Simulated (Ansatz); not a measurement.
# Relaxation of CsSnI$_{3}$

The calculation used Ansatz, DFT PBEsol, scalar-relativistic, plane waves, PAW. Settings: 420 eV cutoff, 6×6×6 k-mesh, Gaussian smearing of 0.01 eV, no spin polarisation.

What was changed: biaxial strain in the a-b plane, c and atoms relaxed: -6.0 %.

Command:

```bash
ansatz run input.yaml --threads 1 --pin off --max-ram 2560MiB --backend cpu --events-out ev --progress --plain --runs-dir out
```

Input:

```yaml
crystal:
  lattice:
    - [5.7660271005, 0.0, 0.0]
    - [0.0, 5.7660271005, 0.0]
    - [0.0, 0.0, 6.3548979533]
  atoms:
    - { symbol: Cs, position: [0.0, 0.0, 0.0] }
    - { symbol: Sn, position: [0.5, 0.5, 0.5] }
    - { symbol: I, position: [0.0, 0.5, 0.5] }
    - { symbol: I, position: [0.5, 0.0, 0.5] }
    - { symbol: I, position: [0.5, 0.5, 0.0] }
basis:
  ecutwfc: 420
kpoints:
  mp_grid: { grid: [6, 6, 6] }
hamiltonian:
  xc: pbesol
scf:
  occupations: { method: gaussian, width: 0.01 }
output:
  forces: true
  stress: true
  eigenvalues: true
relax:
  adjacent_minimum: "off"
  f_tol: 0.008
  max_steps: 40
  cell: { stress_tol: 0.015, fix: [a, b, gamma] }
```

F is the free energy. Steps run on the plane waves of an earlier cell, but the last one, and at times one on the way, on a freshly chosen basis, so a repeated geometry can differ a little in energy. The held parts of the cell keep their stress, so P needn't end at zero.

Steps:

| step | F − F(1) (eV) | largest force component (eV/Å) | V (Å³/atom) | P (GPa) |
| --- | --- | --- | --- | --- |
| 1 | 0.0000 | 0.000 | 42.256 | 2.38 |
| 2 | -0.0057 | 0.000 | 41.949 | 2.52 |
| 3 | -0.0091 | 0.000 | 41.450 | 2.78 |
| 4 | -0.0092 | 0.000 | 41.500 | 2.75 |
| 5 | -0.0087 | 0.000 | 41.500 | 2.76 |

Relaxed structure:

```xyz
5
Lattice="5.7660 0.0000 0.0000 0.0000 5.7660 0.0000 0.0000 0.0000 6.2411" Properties=species:S:1:pos:R:3 pbc="T T T"
Cs    0.0000    0.0000    0.0000
Sn    2.8830    2.8830    3.1205
I     0.0000    2.8830    3.1205
I     2.8830    0.0000    3.1205
I     2.8830    2.8830    0.0000
```

Symmetry: P4/mmm, No. 123, tetragonal system. The conventional cell has a = 5.766 Å, b = 5.766 Å, c = 6.241 Å, α = 90.00°, β = 90.00°, γ = 90.00°. Cs (site symmetry 4/mmm) has 12 I at 4.08 to 4.25 Å as nearest neighbours. Around Sn (site symmetry 4/mmm) lie 6 I at 2.88 to 3.12 Å. Around I (site symmetry mmm) lie 2 Sn at 2.88 Å. I (site symmetry 4/mmm) is surrounded by 2 Sn at 3.12 Å.

The run converged. It took 100 s on 1 thread of Arm Neoverse V2, with other jobs on the host, peak memory 0.63 GiB.